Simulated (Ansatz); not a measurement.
**GaN: a tetragonal deformation path**

The task here is to estimate one member of a computed series from the others.

Computed with Ansatz 0.2.0 (DFT PBEsol, scalar-relativistic, plane waves, PAW, unless a step's input says otherwise).

## The structure to begin with

It takes space group Fm-3m (No. 225, cubic). The conventional cell has a = 4.270 Å, b = 4.270 Å, c = 4.270 Å, α = 90.00°, β = 90.00°, γ = 90.00°. Ga (site symmetry m-3m) has 6 N at 2.14 Å as nearest neighbours. N (site symmetry m-3m) has 6 Ga at 2.14 Å as nearest neighbours.

As a file:

```
Ga N
1.0
     0.00000    2.13524    2.13524
     2.13524    0.00000    2.13524
     2.13524    2.13524    0.00000
Ga N
1 1
Direct
  0.00000 0.00000 0.00000
  0.50000 0.50000 0.50000
```

Source of the structure: the Materials Project (structure only).

Set-up of the first run:

input.yaml

```yaml
crystal:
  lattice:
    - [0.0, 2.135235, 2.135235]
    - [2.135235, 0.0, 2.135235]
    - [2.135235, 2.135235, 0.0]
  atoms:
    - { symbol: Ga, position: [0.0, 0.0, 0.0] }
    - { symbol: "N", position: [0.5, 0.5, 0.5] }
basis:
  ecutwfc: 420
kpoints:
  mp_grid: { grid: [8, 8, 8] }
hamiltonian:
  xc: pbesol
scf:
  occupations: { method: gaussian, width: 0.1 }
output:
  forces: true
  stress: true
  eigenvalues: true
```

Command:

```sh
$ ansatz run input.yaml --threads 1 --pin off --max-ram 1228MiB --backend cpu --events-out ev --progress --plain --runs-dir out
```

Among the steps run: Quick check of gap, pressure and forces; Zero of the scan; At ρ = 0.707; Point ρ = 1.414; Point ρ = 0.850; ρ = 1.200; ρ = 0.780; Point ρ = 1.300; At ρ = 0.920; At ρ = 1.100; Point ρ = 0.650; Point ρ = 1.500; ρ = 0.960; Point ρ = 1.050.

One table of the session follows, with a row left open; its other results are not shown here.

It belongs to the step «The scan collected». The scan, with free energies counted from the undisturbed cell:

| ρ | ΔE (meV/atom) | pressure (GPa) | gap on the mesh (eV) |
| --- | --- | --- | --- |
| 0.650 | 1069.2 | 75.0 | 3.18 |
| 0.707 | 573.3 | 41.7 | 1.53 |
| 0.780 | ? | ? | ? |
| 0.850 | 91.8 | 1.8 | 0.00 |
| 0.920 | 22.0 | -5.3 | 0.00 |
| 0.960 | 5.1 | -7.1 | 0.08 |
| 1.000 | 0.0 | -7.7 | 0.33 |
| 1.050 | 6.8 | -6.9 | 0.13 |
| 1.100 | 25.6 | -4.7 | 0.00 |
| 1.200 | 93.4 | 3.2 | 0.00 |
| 1.300 | 199.0 | 14.8 | 0.00 |
| 1.414 | 368.4 | 31.6 | 0.00 |
| 1.500 | 535.4 | 46.3 | 0.00 |

**Question.** Estimate the row for ρ = 0.780.

Worked estimate for «ΔE (meV/atom)». A straight line through the neighbours (0.707, 573.3) and (0.850, 91.8) gives 573.3 + (91.8 − 573.3) × (0.780 − 0.707) / (0.850 − 0.707) = 327.5; a parabola fitted to 4 rows on both sides gives 239.1.

As computed: ΔE (meV/atom): 244.8; pressure (GPa): 15.7; gap on the mesh (eV): 0.32. In «ΔE (meV/atom)» the line misses by +82.7 and the parabola by -5.7.

Where the gap reads zero, the mesh chosen for the insulator is on the coarse side.

Caveats from the session: Spin polarisation is off in the runs that give these values; a magnetic solution could lie lower.
